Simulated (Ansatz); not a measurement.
AgCl (Fm-3m) from a database structure, relaxed with r2SCAN. It is cubic, Fm-3m (No. 225); conventional cell a = 5.545 Å, 21.31 Å³ an atom. Ag has 6 Cl at 2.77 Å; Cl has 6 Ag at 2.77 Å. The runs used a cell of 4 atoms, 2 times the primitive one, so meshes, points and the kind of gap refer to a folded zone.

```yaml
crystal:
  lattice:
    - [3.91668, 0.00000, 0.19365]
    - [0.00000, 3.92125, 0.00000]
    - [-0.27301, 0.00000, 5.53753]
  atoms:
    - { symbol: Ag, position: [0.25005, 0.25000, 0.25000] }
    - { symbol: Ag, position: [0.74995, 0.75000, 0.75000] }
    - { symbol: Cl, position: [0.75004, 0.75000, 0.25000] }
    - { symbol: Cl, position: [0.24996, 0.25000, 0.75000] }
```

The questions ask for values computed with the PAW code Ansatz on this geometry. No magnetic order and no zero-point or thermal motion.

(1) Is there a gap with r2SCAN, and of what kind?

(2) Estimate the gap with PBE+SOC on 6×6×6.

(3) Estimate the gap with DDH-PBE0 on 4×4×4.

(4) Order these levels by the gap that they give, smallest first.
A. DDH-PBE0
B. HSE06
C. LC-ωPBE
D. PBE0
E. r2SCAN
F. Hartree-Fock
G. PBE
H. LDA

(5) Roughly how does the cost of the DDH-PBE0 run (4×4×4) compare with r2SCAN's (6×6×6)?

(6) How strongly does the crystal screen a field with clamped ions (r2SCAN)?

(7) Relaxed again with PBEsol, is the cell stable at the zone centre, and where do its optical modes lie?

Answers

(1) r2SCAN gives an indirect gap of 1.47 eV, from N to Γ; the least direct gap is 3.34 eV at Γ.

(2) PBE+SOC gives an indirect gap of 0.87 eV, from N to Γ; the least direct gap is 2.59 eV at Γ. Spin-orbit coupling itself accounts for -0.04 eV. The gap differs by -0.60 eV from r2SCAN's.

(3) With DDH-PBE0 the valence top lies at N and the conduction bottom at Γ, 2.62 eV higher; the smallest vertical gap, at Γ, is 4.86 eV. The share of exact exchange is 0.196. The gap differs by +1.15 eV from r2SCAN's.

(4) H (0.61 eV), G (0.91 eV), E (1.47 eV), B (2.41 eV), A (2.62 eV), D (3.11 eV), C (7.59 eV), F (10.38 eV).

(5) About 11 times as much (2.3 core-minutes against 13 core-seconds, on 2 threads of Intel(R) Xeon(R) 6975P-C (Granite Rapids) (shared host)).

(6) The electronic dielectric tensor ε∞ is 4.52 in all directions. Born charges, averaged over directions: Ag +1.40, Cl -1.40 e.

(7) All optical modes at Γ are real, from 31 to 190 cm⁻¹ without the longitudinal term; this says nothing of other wave vectors. The long-range field leaves the highest mode where it is. The program warns that the force constants, and all that is formed from them, aren't settled on this k mesh.

Only the levels marked +SOC include spin-orbit coupling.

The meshes of the hybrids are coarse, so their gaps aren't converged to the digits shown.
